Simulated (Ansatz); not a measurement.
Runs of Ansatz 0.2.0 on MnSi. Symmetry: Pm-3m, No. 221, cubic system. The conventional cell has a = 2.987 Å, b = 2.987 Å, c = 2.987 Å, α = 90.00°, β = 90.00°, γ = 90.00°. Around Mn (site symmetry m-3m) lie 8 Si at 2.59 Å. Si (site symmetry m-3m) is surrounded by 8 Mn at 2.59 Å. The cell was built by a generator and needn't be a form met in nature.

```tsv
task	level	cell	cutoff (eV)	gap on the mesh (eV)	pressure (GPa)	moment (μB)	relaxed volume (Å³/atom)
relaxation of cell and atoms	PBE0	relaxed	420	none	0.0	2.86	12.67
relaxation of cell and atoms	PBEsol0	relaxed	420	none	0.0	(c)	(b)
relaxation of cell and atoms	HSE06	relaxed	420	none	0.0	(a)	15.18
relaxation of cell and atoms	HSEsol	relaxed	420	none	0.0	3.43	13.80
single point	r2SCAN0	as given	500	none	8.2	3.43	-
```

Alike in all rows: potentials or basis Ansatz PAW; spin collinear, ferromagnetic start; k mesh 5 × 5 × 5; smearing fermi-dirac 0.05 eV; the mesh is coarse, so values aren't converged.

Q: Fill in the values left out.

A: (a) 3.88; (b) 10.38; (c) 1.00.

Caveats: all runs use coarse meshes; the magnetic or orbital state may not be the lowest; the PAW data sets come from PBE, with cores solved anew for the run's functional, which leaves a small shift of forces and pressure; the plane-wave basis is chosen anew once the cell has moved, so the energies of steps on either side of that aren't comparable (some runs); the volume moved by over 15 % at a fixed basis, so the end points are rough (some runs); the moment fell far below its start of 4 μB, so a state of higher moment may lie lower in energy (some runs); the thresholds are loose for stress (some runs).

A gap of «none» marks a metal or a gap under the smearing width.
